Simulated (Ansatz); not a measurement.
Write the native input for Ansatz 0.2.0 that does the following.

```
Task                : band structure
Functional          : PBEsol
Potentials or basis : all-electron LAPW, scalar-relativistic
Cutoff              : 182 eV (chosen from the basis error)
Basis error allowed : 0.002 eV/atom
k mesh              : 7 × 7 × 7
Occupations         : fermi-dirac, width 0.05 eV
Spin                : no spin polarisation
```

The system is TiAl3.

```
Ti Al
1.0
     3.95567    0.00000    0.00000
     0.00000    3.95567    0.00000
     0.00000    0.00000    3.95567
Ti Al
1 3
Direct
  0.00000 0.00000 0.00000
  0.00000 0.50000 0.50000
  0.50000 0.00000 0.50000
  0.50000 0.50000 0.00000
```

The cell comes from a database or a generator and needn't be the stable form of this composition.

These files were run (other wordings do the same):

input.yaml

```yaml
crystal:
  lattice:
    - [3.95567125, 0.0, 0.0]
    - [0.0, 3.95567125, 0.0]
    - [0.0, 0.0, 3.95567125]
  atoms:
    - { symbol: Ti, position: [0.0, 0.0, 0.0] }
    - { symbol: Al, position: [0.0, 0.5, 0.5] }
    - { symbol: Al, position: [0.5, 0.0, 0.5] }
    - { symbol: Al, position: [0.5, 0.5, 0.0] }
kpoints:
  mp_grid: { grid: [7, 7, 7] }
  band_path:
    path:
      - [0.0, 0.0, 0.0]
      - [0.0, 0.5, 0.0]
      - [0.5, 0.5, 0.0]
      - [0.0, 0.0, 0.0]
      - [0.5, 0.5, 0.5]
      - [0.0, 0.5, 0.0]
    npoints: 12
scf:
  occupations: { method: fermi_dirac, width: 0.05 }
hamiltonian:
  xc: pbesol
  pseudopotentials: { kind: all_electron, lapw: { basis_error: 0.002 } }
output:
  forces: true
  stress: true
  eigenvalues: true
```

Potentials or basis: all-electron LAPW, scalar-relativistic.

The run is started by

```sh
$ ansatz run input.yaml --threads 2 --pin off --max-ram 8192MiB --backend cpu --events-out ev --progress --plain --runs-dir out
```

It gave:

```yaml
Pressure: -0.6 GPa
Band_gap_along_the_path: none (metal or under the smearing width)
```

It took 5.5 s on 2 threads of Arm Neoverse V2, with other jobs on the host, peak memory 0.27 GiB.
